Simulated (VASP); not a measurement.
Input of a VASP 6.6.1 run:

File INCAR:

```
SYSTEM = Sb8H
PREC = Accurate ; ENCUT = 520
EDIFF = 1E-6 ; ISMEAR = 0
SIGMA = 0.05 ; LREAL = .FALSE.
LASPH = .TRUE. ; NELM = 100
ALGO = Fast ; ISIF = 2
LWAVE = .FALSE. ; LCHARG = .FALSE.
LDIPOL = .TRUE. ; IDIPOL = 3
DIPOL = 0.5 0.5 0.537 ; GGA = PE
NBANDS = 30
```

KPOINTS

```
regular mesh
0
G
  10 10 1
  0 0 0
```

File POSCAR:

```
Sb8H
1.0
    4.3084000000      0.0000000000      0.0000000000
   -2.1542000000      3.7311838497      0.0000000000
    0.0000000000      0.0000000000     28.7832128000
Sb H
8 1
Direct
    0.6666666667      0.3333333333      0.2779397858
    0.0000000000      0.0000000000      0.3303735711
    0.3475758520      0.6747328857      0.4151676479
    0.6626683234      0.3323270476      0.4700707543
    0.0471300789      0.0257448876      0.5492612518
    0.3375975078      0.6710790508      0.6062903605
    0.7474748346      0.3764885249      0.6790847592
   -0.0238392890     -0.0091307360      0.7399410973
    0.5401425921     -0.2268923888      0.7647014089
```

Potentials or basis: VASP PAW PBE potentials, release 64 (Sb, H).

Command:

```sh
$ cat potpaw_PBE.64/Sb/POTCAR potpaw_PBE.64/H/POTCAR > POTCAR
$ mpirun -np 1 vasp_std > vasp.out
```

Question: Predict the band gap on the k mesh.

Answer: None (metal or under the smearing width).

Question: Estimate the largest force.

Answer: 0.429 eV/Å.

Forces on the atoms (eV/Å):
```
Sb   0.086  0.052 -0.401
Sb  -0.090 -0.051  0.417
Sb  -0.006 -0.002 -0.042
Sb   0.008  0.004  0.037
Sb  -0.015 -0.008 -0.030
Sb   0.024  0.011  0.023
Sb  -0.030 -0.017 -0.029
Sb   0.085  0.047 -0.003
H   -0.062 -0.037  0.028
```

Spin-orbit coupling is left out, which matters for the levels of Sb.
